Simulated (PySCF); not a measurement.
Two species compared at the same levels of theory.

First species: C7H8O.
SMILES: `OCC1=CC=CC=C1`

Second species: C₂H₆S₂.
SMILES with atom numbers: `[CH3:1][S:2][S:3][CH3:4]` (hydrogens: H5, H6, H7 on C1; H8, H9, H10 on C4)

Levels: PBE0/pcSseg-1 for dipole moment, HOMO energy, LUMO energy and HOMO–LUMO gap; GFN2-xTB for rotational constant A and rotational constant C. Geometries: GFN2-xTB. Each structure is a single optimised conformer of the isolated species, non-relativistic unless stated. Electronic properties by PySCF.

The conformers computed, where there is a choice (atom-mapped SMILES and torsion angles):
- `[OH:1][CH2:2][c:3]1[cH:4][cH:5][cH:6][cH:7][cH:8]1`: O1–C2–C3–C4 -88°, H–O1–C2–C3 -53°
- `[CH3:1][S:2][S:3][CH3:4]`: C1–S2–S3–C4 91°

Values for the first species:

| Quantity | Value |
| --- | --- |
| Dipole moment | 1.67 D |
| HOMO energy | -7.32 eV |
| LUMO energy | -0.40 eV |
| HOMO–LUMO gap | 6.92 eV |
| Rotational constant A | 4.710 GHz |
| Rotational constant C | 1.229 GHz |

(1) Estimate the same properties for the second species, and the change in each.

## Answers

(1) 
```
             property      first     second  second less first
        dipole moment     1.67 D     2.16 D            +0.49 D
          HOMO energy   -7.32 eV   -6.86 eV           +0.46 eV
          LUMO energy   -0.40 eV   -0.11 eV           +0.29 eV
        HOMO–LUMO gap    6.92 eV    6.75 eV           -0.17 eV
rotational constant A  4.710 GHz  8.303 GHz         +3.593 GHz
rotational constant C  1.229 GHz  2.581 GHz         +1.352 GHz
```

On the first: The dipole matches unit charges of opposite sign 0.35 Å apart (1 e·Å = 4.8032 D).

On the second: In atomic units the dipole is 0.85 e·bohr (1 au = 2.5417 D). A dipole of 2.16 D is allowed in C2, and pure rotational transitions are dipole-allowed.
